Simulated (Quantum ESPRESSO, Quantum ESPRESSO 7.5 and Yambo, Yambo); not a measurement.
# GaN (honeycomb monolayer): G0W0 on several meshes in Yambo

Aim: the GW shift of GaN (honeycomb monolayer) against the k mesh.

Calculated with Quantum ESPRESSO 7.5 and Yambo 5.3.0; PBE and many-body steps on it, plane waves.

Most raw output is cut from this account.

### Step 1. The structure

The cell holds 2 atoms: 1 Ga and 1 N. Cell: a = 3.214 Å, b = 3.214 Å, c = 14.000 Å, α = 90.0°, β = 90.0°, γ = 120.0°. It derives from  ([{'formula': 'GaN', 'spacegroup': 194, 'source': 'prototype of the bulk crystal'}, {'formula': 'GaN', 'spacegroup': 186, 'source': 'prototype of the bulk crystal'}, {'formula': 'GaN', 'spacegroup': 216, 'source': 'prototype of the bulk crystal'}]). Vacuum lies along c.

The structure was relaxed with PBE. The runs that relaxed it are not among those shown.

### Step 2. Empty states on the mesh, 3×3×1 mesh, 74 bands

This step: Quantum ESPRESSO 7.5; DFT, PBE, plane waves, norm-conserving pseudopotentials.

The sums over transitions need many empty states on a uniform mesh; this step solves for them.

File pw.in:

```
&control
  calculation = 'nscf'
  prefix = 'x'
  outdir = 'o'
  pseudo_dir = 'pseudo'
/
&system
  ibrav = 0
  nat = 2
  ntyp = 2
  ecutwfc = 104.0
  nbnd = 74
  force_symmorphic = .true.
/
&electrons
  conv_thr = 1e-9
  electron_maxstep = 80
  diago_full_acc = .true.
  diago_thr_init = 5e-6
/
ATOMIC_SPECIES
  Ga 69.723 Ga.upf
  N 14.007 N.upf
CELL_PARAMETERS angstrom
  3.2137349432 0.0000000002 0.0000000000
  -1.6068674718 2.7831761017 0.0000000000
  0.0000000000 0.0000000000 14.0000000000
ATOMIC_POSITIONS crystal
  Ga 0.3333333333 0.6666666667 0.5000451249
  N 0.6666666667 0.3333333333 0.4999548751
K_POINTS automatic
  3 3 1 0 0 0
```

On the command line:

```
$ OMP_NUM_THREADS=1 mpirun -n 8 pw.x -nk 4 -in pw.in > pw.out
```

Wall time 4.6 s (8 MPI ranks of Arm Neoverse V1, shared host); peak memory 0.72 GiB; 36 s of CPU time.

This step gave:

```
gap                                                           : 2.161 eV
k of the valence top                                          : 0.3333, 0.3333, 0
k of the conduction bottom                                    : 0, 0, 0
least direct gap                                              : 2.484 eV
k points computed                                             : 3
lowest point of the top converged band, above the valence top : 33.72 eV
```

On this mesh the gap is 2.161 eV.

The density comes from a self-consistent run that is not shown.

### Step 3. Conversion and set-up

This step: Yambo 5.3.0; conversion and set-up on PBE, plane waves, norm-conserving pseudopotentials.

The states are converted to the many-body program's format and the q mesh is built.

On the command line:

```
$ (cd o/x.save; p2y > p2y.log; mv SAVE ../..); yambo > setup.log
```

Wall time 2.5 s (1 MPI rank); peak memory 0.25 GiB.

### Step 4. 3×3×1

Now the one-shot GW correction: screening in the RPA, then the self-energy of the levels asked for.

This step: G0W0 on PBE, plane waves, norm-conserving pseudopotentials.

File gw14.in:

```
HF_and_locXC
gw0
dyson
ppa
em1d
rim_cut
rim_w
RandQpts= 3000000
RandGvec= 100 RL
CUTGeo= "slab z"
RandGvecW= 5 RL
EXXRLvcs= 104 Ry
VXCRLvcs= 416 Ry
Chimod= "HARTREE"
% BndsRnXp
 1 | 74 |
%
NGsBlkXp= 6 Ry
% LongDrXp
 1 | 1 | 0 |
%
% GbndRnge
 1 | 74 |
%
DysSolver= "n"
ExtendOut
PPAPntXp= 27.21138 eV
% QPkrange
 3 | 3 | 12 | 15 |
 1 | 1 | 12 | 15 |
%
```

On the command line:

```
$ OMP_NUM_THREADS=2 mpirun -n 4 yambo -F gw14.in -J gw14 -C gw14 > gw14.log
```

The job ended after 21 s (4 MPI ranks; peak memory 1.9 GiB; 100 s of CPU time).

Numbers from this step:

* G0W0 gap on the points computed: 4.040 eV
* starting gap on the mesh: 2.161 eV
* k of the valence top: 0.3333, 0.3333, 0
* k of the conduction bottom: 0, 0, 0
* least direct G0W0 gap on the computed points: 4.347 eV
* Z at the valence top: 0.7480
* Z at the conduction bottom: 0.7982

The gap on the mesh goes from 2.16 eV to 4.04 eV, a correction of +1.88 eV.

### Step 5. Empty states on the mesh, 6×6×1 mesh, 74 bands

This step: Quantum ESPRESSO 7.5; DFT, PBE, plane waves, norm-conserving pseudopotentials.

Changes to pw.in since step 2:

```diff
@@ -31,2 +31,2 @@
 K_POINTS automatic
-  3 3 1 0 0 0
+  6 6 1 0 0 0
```

On the command line:

```
$ OMP_NUM_THREADS=1 mpirun -n 8 pw.x -nk 4 -in pw.in > pw.out
```

Wall time 8.8 s (8 MPI ranks); peak memory 0.83 GiB.

This step gave:

- gap: 2.161 eV
- k of the valence top: 0.3333, 0.3333, 0
- k of the conduction bottom: 0, 0, 0
- least direct gap: 2.484 eV
- k points computed: 7
- lowest point of the top converged band, above the valence top: 33.72 eV

On this mesh the gap is 2.161 eV.

### Step 6. Conversion and set-up

This step: Yambo 5.3.0; conversion and set-up on PBE, plane waves, norm-conserving pseudopotentials.

On the command line:

```
$ (cd o/x.save; p2y > p2y.log; mv SAVE ../..); yambo > setup.log
```

Wall time 3 s (1 MPI rank); peak memory 0.26 GiB.

### Step 7. 6×6×1

This step: G0W0 on PBE, plane waves, norm-conserving pseudopotentials.

gw15.in, as its differences from gw14.in of step 4:

```diff
@@ -28,3 +28,3 @@
 % QPkrange
- 3 | 3 | 12 | 15 |
+ 7 | 7 | 12 | 15 |
  1 | 1 | 12 | 15 |
```

On the command line:

```
$ OMP_NUM_THREADS=2 mpirun -n 4 yambo -F gw15.in -J gw15 -C gw15 > gw15.log
```

Elapsed: 64 s, on 4 MPI ranks; peak memory 2.3 GiB; 6.2 min of CPU time.

This step gave:

```
G0W0 gap on the points computed              : 4.122 eV
starting gap on the mesh                     : 2.161 eV
k of the valence top                         : 0.3333, 0.3333, 0
k of the conduction bottom                   : 0, 0, 0
least direct G0W0 gap on the computed points : 4.356 eV
Z at the valence top                         : 0.7722
Z at the conduction bottom                   : 0.8306
```

Against G0W0 in Yambo (3×3×1 mesh, 74 bands, screening to 81.6 eV, Godby-Needs plasmon pole), the gap moves by +0.082 eV.

### Step 8. Empty states on the mesh, 12×12×1 mesh, 74 bands

This step: Quantum ESPRESSO 7.5; DFT, PBE, plane waves, norm-conserving pseudopotentials.

Changes to pw.in since step 5:

```diff
@@ -31,2 +31,2 @@
 K_POINTS automatic
-  6 6 1 0 0 0
+  12 12 1 0 0 0
```

On the command line:

```
$ OMP_NUM_THREADS=1 mpirun -n 8 pw.x -nk 4 -in pw.in > pw.out
```

Run time: 21 s. Hardware: 8 MPI ranks; peak memory 0.83 GiB.

Numbers from this step:

```
gap                                                           : 2.161 eV
k of the valence top                                          : 0.3333, 0.3333, 0
k of the conduction bottom                                    : 0, 0, 0
least direct gap                                              : 2.484 eV
k points computed                                             : 19
lowest point of the top converged band, above the valence top : 33.72 eV
```

On this mesh the gap is 2.161 eV.

### Step 9. Conversion and set-up

This step: Yambo 5.3.0; conversion and set-up on PBE, plane waves, norm-conserving pseudopotentials.

On the command line:

```
$ (cd o/x.save; p2y > p2y.log; mv SAVE ../..); yambo > setup.log
```

Wall time 4.2 s (1 MPI rank); peak memory 0.28 GiB.

### Step 10. 12×12×1

This step: G0W0 on PBE, plane waves, norm-conserving pseudopotentials.

gw16.in, as its differences from gw15.in of step 7:

```diff
@@ -28,3 +28,3 @@
 % QPkrange
- 7 | 7 | 12 | 15 |
+ 19 | 19 | 12 | 15 |
  1 | 1 | 12 | 15 |
```

On the command line:

```
$ OMP_NUM_THREADS=2 mpirun -n 4 yambo -F gw16.in -J gw16 -C gw16 > gw16.log
```

Run time: 7.6 min. Hardware: 4 MPI ranks; peak memory 4.2 GiB; 47 min of CPU time.

Numbers from this step:

```yaml
g0w0_gap_on_the_points_computed: 4.065 eV
starting_gap_on_the_mesh: 2.161 eV
k_of_the_valence_top: 0.3333, 0.3333, 0
k_of_the_conduction_bottom: 0, 0, 0
least_direct_g0w0_gap_on_the_computed_points: 4.278 eV
```

Against G0W0 in Yambo (3×3×1 mesh, 74 bands, screening to 81.6 eV, Godby-Needs plasmon pole), the gap moves by +0.026 eV.

### Step 11. Empty states on the mesh, 15×15×1 mesh, 74 bands

This step: Quantum ESPRESSO 7.5; DFT, PBE, plane waves, norm-conserving pseudopotentials.

Changes to pw.in since step 8:

```diff
@@ -31,2 +31,2 @@
 K_POINTS automatic
-  12 12 1 0 0 0
+  15 15 1 0 0 0
```

On the command line:

```
$ OMP_NUM_THREADS=1 mpirun -n 8 pw.x -nk 4 -in pw.in > pw.out
```

Wall time 28 s (8 MPI ranks); peak memory 0.82 GiB.

Numbers from this step:

| Item | Value |
| --- | --- |
| gap | 2.161 eV |
| k of the valence top | 0.3333, 0.3333, 0 |
| k of the conduction bottom | 0, 0, 0 |
| least direct gap | 2.484 eV |
| k points computed | 27 |
| lowest point of the top converged band, above the valence top | 33.72 eV |

On this mesh the gap is 2.161 eV.

### Step 12. Conversion and set-up

This step: Yambo 5.3.0; conversion and set-up on PBE, plane waves, norm-conserving pseudopotentials.

On the command line:

```
$ (cd o/x.save; p2y > p2y.log; mv SAVE ../..); yambo > setup.log
```

It took 5 s on 1 MPI rank; peak memory 0.29 GiB.

### Step 13. 15×15×1

This step: G0W0 on PBE, plane waves, norm-conserving pseudopotentials.

gw17.in, as its differences from gw16.in of step 10:

```diff
@@ -28,3 +28,3 @@
 % QPkrange
- 19 | 19 | 12 | 15 |
+ 27 | 27 | 12 | 15 |
  1 | 1 | 12 | 15 |
```

On the command line:

```
$ OMP_NUM_THREADS=2 mpirun -n 4 yambo -F gw17.in -J gw17 -C gw17 > gw17.log
```

It took 16 min on 4 MPI ranks; peak memory 5.5 GiB.

Numbers from this step:

```
G0W0 gap on the points computed              : 4.058 eV
starting gap on the mesh                     : 2.161 eV
k of the valence top                         : 0.3333, 0.3333, 0
k of the conduction bottom                   : 0, 0, 0
least direct G0W0 gap on the computed points : 4.270 eV
```

Against G0W0 in Yambo (3×3×1 mesh, 74 bands, screening to 81.6 eV, Godby-Needs plasmon pole), the gap moves by +0.019 eV.

### Step 14. Side by side

Times are wall times on 4 MPI ranks of Arm Neoverse V1, shared host, good to a factor of about two.

```csv
run,mesh,bands,screening cutoff (eV),DFT gap (eV),gap on the mesh (eV),direct (eV),time
3×3×1,3×3×1,74,81.6,2.161,4.040,4.347,21 s
6×6×1,6×6×1,74,81.6,2.161,4.122,4.356,64 s
12×12×1,12×12×1,74,81.6,2.161,4.065,4.278,7.6 min
15×15×1,15×15×1,74,81.6,2.161,4.058,4.270,16 min
```

### Step 15. Results

```json
{
 "3×3×1": "4.040 eV",
 "6×6×1": "4.122 eV",
 "12×12×1": "4.065 eV",
 "15×15×1": "4.058 eV",
 "known limits": "not at the basis limit; no spin-orbit coupling"
}
```

What this shows: 6×6×1: +0.082 eV against 3×3×1. 12×12×1: +0.026 eV against 3×3×1. 15×15×1: +0.019 eV against 3×3×1. Bands and cutoff are finite, so the gap is not at the basis limit. The miss can reach some tenths of an eV and take either sign; the mesh is an error of its own. In the G0W0 runs levels were corrected at 2 k points alone, so a gap called «on the mesh» is the least over those, and an edge elsewhere would be missed. The many-body steps are scalar-relativistic: spin-orbit coupling is not in them.

[Paths, hosts, dates, memory and timing lines, banners, echoed tables and standing remarks are left out of the program output.]

[Logs are printed without paths, hosts, clocks, repeated set-up lines and the standing remarks that a program may print on its own settings, such as how far it seeks lower states.]

[Runs of the session that timed out or met a known fault of the program may be left out.]

[Hosts, paths, dates, database ids (printed as entryN), source tags and the programs' standing remarks are cut or masked in the printed files.]
